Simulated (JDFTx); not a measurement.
Mo:

```
CELL_PARAMETERS angstrom
-1.58381 1.58381 1.58381
1.58381 -1.58381 1.58381
1.58381 1.58381 -1.58381
ATOMIC_POSITIONS crystal
Mo 0.00000 0.00000 0.00000
```

| Property | Result |
| --- | --- |
| Program | JDFTx 1.7.0 (patched build) |
| Task | single point |
| Functional | PBE |
| Potentials or basis | PseudoDojo-SR-PBE-0.5-standard |
| Cutoff | 1088 eV |
| Density cutoff | 4354 eV |
| k mesh | 12 × 12 × 12 |
| Occupations | fermi-dirac, width 0.05 eV |
| Spin | no spin polarisation |

On this cell: pressure -1.5 GPa; band gap on the k mesh none (metal or under the smearing width).

The same run follows on a disturbed copy (cell strained at random at fixed volume):

```xyz
1
Lattice="-1.5944 1.5913 1.5845 1.6124 -1.5431 1.5543 1.6066 1.5553 -1.5363" Properties=species:S:1:pos:R:3 pbc="T T T"
Mo   -0.0831   -0.0073   -0.0091
```

**Question.** What does the disturbed cell give?

**Answer.** The energy (extrapolated to zero smearing) moves by +12.4 meV/atom; pressure -1.3 GPa; band gap on the k mesh none (metal or under the smearing width).

Stress tensor (GPa, compression positive):
```
-6.53 -0.83 -1.27
-0.83  0.91 -3.21
-1.27 -3.21  1.80
```
